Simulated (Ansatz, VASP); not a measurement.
# Al2O3: VASP beside Ansatz, part 2 of 2

Aim: how closely do two programs agree when they are given the same cell, functional and k mesh? The structure shown is frame 474 of Ansatz's trajectory.

VASP 6.6.1 and Ansatz 0.2.0.

So far: The starting structure; Ansatz: dynamics, PBE.

## Step 3: VASP: single point, PBE

Level of this step: PBE; plane waves and PAW (Al, O) (VASP).

The same cell, functional, mesh and smearing now go to VASP, with its own data sets.

Lines of VASP's logs that name or quote its potential files are left out, and so is its time.

File INCAR:

```
SYSTEM = Al2O3
PREC = Accurate
ENCUT = 520
EDIFF = 1E-06
NELM = 120
ISMEAR = -1
SIGMA = 0.207
LREAL = Auto
ALGO = Normal
GGA = PE
NBANDS = 232
LORBIT = 11
LWAVE = .FALSE.
LCHARG = .FALSE.
ISIF = 2
LASPH = .TRUE.
GGA_COMPAT = .FALSE.
EFERMI = MIDGAP
NCORE = 2
```

File POSCAR:

```
Al2O3
1.0
    9.5429000000      0.0000000000      0.0000000000
    0.0000000000      9.5429000000      0.0000000000
    0.0000000000      0.0000000000      9.5429000000
Al O
30 45
Direct
    0.3958230727      0.8014754425      0.0452797368
    0.5245051295      0.0649383311      0.0146810718
    0.1789183582      0.9357847195      0.5436397741
    0.4943570613      0.6655419212      0.2531096417
    0.4176612979      0.3878171206      0.5560259460
    0.8942983789      0.0679038867      0.9829087594
    0.1747896342      0.6466378145      0.5963176812
    0.6403818546      0.1109201605      0.5150949921
    0.8373659999      0.5870647288      0.0141571220
    0.1615546637      0.5281832567      0.0330507498
    0.4588542267      0.6816586153      0.5835437865
    0.3788575800      0.0641524065      0.7378260277
    0.1088453196      0.2734493707      0.1619423865
    0.0754487630      0.8427626822      0.0931792222
    0.4790472498      0.3363442979      0.2600676943
    0.6692200484      0.8022508881      0.8139035304
    0.6906495929      0.3151243333      0.9920988379
    0.9655450649      0.5560469040      0.2975824959
    0.0095882803      0.3215793941      0.8122478492
    0.8869526035      0.3533621855      0.5558058871
    0.9489882530      0.0176571063      0.3247964455
    0.6931959886      0.5216548429      0.4061972776
    0.2924477884      0.0417273575      0.2913579729
    0.1059007220      0.8583030316      0.8015383164
    0.3852707248      0.3373293234      0.8730364983
    0.7410011632      0.8151924467      0.2290184326
    0.6850118937      0.5181862956      0.7295266638
    0.8979241111      0.0665206593      0.6333504490
    0.1734168859      0.2512129437      0.4467090717
    0.9365601651      0.7307212692      0.4802418552
    0.2469165558      0.3852288089      0.9537142797
    0.0076706242      0.9717591089      0.5318299469
    0.0357438514      0.7290236720      0.6852738685
    0.0138322732      0.4798331744      0.9372517788
    0.7192886858      0.1337119743      0.9611438871
    0.2643955192      0.7866581438      0.5393957812
    0.8202328433      0.8881262509      0.3987257542
    0.1246266858      0.4570413606      0.2001488017
    0.5586980897      0.4789634178      0.3021303797
    0.0667721552      0.3166857035      0.5874314936
    0.4207316434      0.9527502122      0.1356820254
    0.5726980268      0.6700164520      0.7359502876
    0.9691498391      0.8964884888      0.9440736045
    0.8240052814      0.4059772187      0.0831717822
    0.2241037840      0.9595720379      0.7221704094
    0.5311068962      0.2490228337      0.4335474541
    0.3005794884      0.2167999246      0.2070858963
    0.8734556581      0.9840090539      0.1517568035
    0.8424483124      0.4149472383      0.3870416750
    0.3109746513      0.3769713609      0.4118978508
    0.7840698320      0.6426034015      0.2622158883
    0.5251233902      0.0038772281      0.6115331817
    0.1317838393      0.9414852927      0.2544299951
    0.7521717717      0.6618742730      0.5323329386
    0.9535990108      0.1558436115      0.7767659726
    0.5528298526      0.9205901770      0.9193222186
    0.2105649226      0.7652914732      0.9301470203
    0.5938132014      0.4283708307      0.8904001928
    0.3683995431      0.2710915969      0.6879984072
    0.5114168649      0.7362751365      0.4130819772
    0.2539793983      0.0926028775      0.4881325383
    0.8061281162      0.9241530352      0.7001645202
    0.0515985707      0.1947835564      0.3314191703
    0.3918410546      0.1475756845      0.9032160035
    0.6044703392      0.7585220426      0.1141791279
    0.5484601117      0.2709553700      0.1054920412
    0.9980404280      0.2194196733      0.0289220258
    0.9803204477      0.6755388823      0.1047480326
    0.7639396829      0.6617066091      0.8840080060
    0.5848431818      0.4589171007      0.5894434606
    0.8121954542      0.1799976946      0.5167925893
    0.0560521435      0.6233534879      0.4384201867
    0.3308742625      0.6591497344      0.1351056807
    0.3247545295      0.5516352471      0.6515419841
    0.8381204875      0.4132601201      0.7264248813
```

File KPOINTS:

```
Automatic mesh
0
Gamma
1 1 1
0 0 0
```

Potentials, in the order of the species: Al and O (PBE family, release 64).

Launch:

```bash
mpirun -np 8 vasp_gam
```

Numbers of over 12 decimals in the logs are rounded to 6 here.

Output:

```text
[banner, memory and clock lines left out]
running    8 mpi-ranks, on    1 nodes
[...]
LDA part: xc-table for (Slater+PW92), standard interpolation
 POSCAR, INCAR and KPOINTS ok, starting setup
[...]
entering main loop
       N       E                     dE             d eps       ncg     rms          rms(c)
DAV:   1     0.301524664268E+04    0.30152E+04   -0.20924E+05   464   0.152E+03
DAV:   2    -0.323031837365E+03   -0.33383E+04   -0.31936E+04   560   0.354E+02
DAV:   3    -0.603263962663E+03   -0.28023E+03   -0.27774E+03   536   0.108E+02
DAV:   4    -0.608765336151E+03   -0.55014E+01   -0.54733E+01   544   0.166E+01
[...]
DAV:  16    -0.521297569384E+03   -0.25659E-04   -0.43136E-05   512   0.205E-02    0.889E-03
DAV:  17    -0.521297573333E+03   -0.39490E-05   -0.16773E-05   552   0.116E-02    0.638E-03
DAV:  18    -0.521297574117E+03   -0.78480E-06   -0.22884E-06   352   0.406E-03
   1 F= -.52129757E+03 E0= -.52114772E+03  d E =-.299718E+00
```

OUTCAR, selected parts (step 3):

```text
  Total       -5.4174865     19.4005462     11.2360317    -20.4434751      3.6783976     10.9603872
  in kB       -9.9877417     35.7670747     20.7148800    -37.6898306      6.7815370     20.2066984
  external PRESSURE =      15.4980710 kB  Pullay stress =       0.0000000 kB

 POSITION                                       TOTAL-FORCE (eV/Angst)
 -----------------------------------------------------------------------------------
      3.77730      7.64840      0.43210         0.975717     -0.079379     -3.453657
      5.00530      0.61970      0.14010         0.352766      3.810935      0.609123
      1.70740      8.93010      5.18790         1.182494      2.273915      0.543957
      4.71760      6.35120      2.41540        -0.622014     -1.974548     -1.810168
      3.98570      3.70090      5.30610         0.540051     -1.181858      0.711274
      8.53420      0.64800      9.37980        -0.124603      1.247304     -1.243924
      1.66800      6.17080      5.69060        -0.381790     -2.634844      0.345797
      6.11110      1.05850      4.91550        -3.194182      0.876977      0.214103
      7.99090      5.60230      0.13510         3.635619     -4.420996      2.687141
      1.54170      5.04040      0.31540         0.047563      1.188860     -0.191496
      4.37880      6.50500      5.56870         0.472515      0.315591      0.538457
      3.61540      0.61220      7.04100         2.071375      1.880501     -1.962016
      1.03870      2.60950      1.54540         1.085835      0.088549     -0.034182
      0.72000      8.04240      0.88920        -1.247245     -1.131750     -1.077229
[...]
-----------------------------------------------------------------------------------
    total drift:                                0.017857      0.032910     -0.016415

  FREE ENERGIE OF THE ION-ELECTRON SYSTEM (eV)
  ---------------------------------------------------
  free  energy   TOTEN  =      -521.2975741173 eV

  energy  without entropy=     -520.9978562290  energy(sigma->0) =     -521.14771517

[... 3 further parts left out ...]
[key lines of the parts left out:]
E-fermi :   5.2190
```

The run ends at a pressure of 1.55 GPa, with forces up to 13 eV/Å.

## Step 4: Comparison

Known differences besides the potentials themselves: the cutoff is 420 eV in Ansatz and 520 eV in VASP (PREC = Accurate, projectors in real space). Total energies have different zeros and are not compared.

Forces on 9 of the 75 atoms, those with the largest forces and the largest differences (eV/Å; atoms numbered as in POSCAR):

```csv
atom,"Ansatz x, y, z","VASP x, y, z"
Al7,"-0.358, -2.569, 0.380","-0.382, -2.635, 0.346"
Al9,"3.592, -4.416, 2.645","3.636, -4.421, 2.687"
Al15,"-3.649, -5.811, 1.034","-3.698, -5.858, 1.036"
Al18,"-0.543, -3.794, -4.834","-0.527, -3.812, -4.852"
Al24,"-3.123, -2.232, 3.268","-3.158, -2.239, 3.284"
Al25,"4.749, -2.049, -2.491","4.807, -2.075, -2.516"
Al30,"-9.346, 5.987, 6.222","-9.412, 6.063, 6.258"
O39,"-0.777, 5.210, -1.656","-0.777, 5.265, -1.654"
O72,"3.656, -2.285, -1.127","3.743, -2.338, -1.115"
```

The forces differ by 24 meV/Å r.m.s., which is 1.2 % of the r.m.s. force of 1.981 eV/Å (both taken over all components).

## Step 5: What came out

```json
{"r.m.s. force difference (single point, PBE)": "1.2 % of the r.m.s. force"}
```

In words: The r.m.s. force difference is 1.2 % of the r.m.s. force (single point, PBE), within the 3 % picked in this series as the mark of a large difference. 2 further runs of this series are not shown here. How closely two codes agree says nothing of how well the functional describes the real material.

[Lines on the potential files, build, host, timing and source positions are cut from VASP's logs without a mark.]

[Logs are printed without paths, hosts, clocks, repeated set-up lines and the standing remarks that a program may print on its own settings, such as how far it seeks lower states.]

[Hosts, paths, dates, database ids (printed as entryN), source tags and the programs' standing remarks are cut or masked in the printed files.]
